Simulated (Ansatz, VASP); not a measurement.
Two plane-wave programs on CaO

```
Ca O
1.0
     2.42142    2.42142    0.00000
    -2.42142    2.42142    0.00000
     0.00000    2.42142    2.38487
Ca O
1 1
Direct
  0.00000 0.00000 0.00000
  0.50000 0.50000 0.00000
```

Change from the starting cell: in-plane strain +0.01, out-of-plane length and atoms relaxed by PAW.

Alike in both runs: functional r2SCAN; k mesh 8 × 8 × 8; no spin polarisation.

Ansatz relaxed the structure, and its values are those at the end. VASP's run is a single point on that final structure, the one shown.

```csv
,VASP,Ansatz
version,VASP 6.6.1,Ansatz 0.2.0
potentials or method,"VASP PAW PBE potentials, release 64 (Ca_sv, O)","PAW with Ansatz's default frozen-core files, scalar-relativistic"
plane-wave cutoff (eV),520,500
occupations,"gaussian, width 0.01 eV",fixed
valence electrons in the cell,16,16
```

VASP gave:

```
pressure (GPa) : -0.6
```

Task: What did Ansatz give for the same quantities?

Result: Pressure (GPa): -1.6.

Caveats: the PAW data sets were made with another functional, which shifts forces and pressure a little (VASP). A k mesh can miss the band edges.
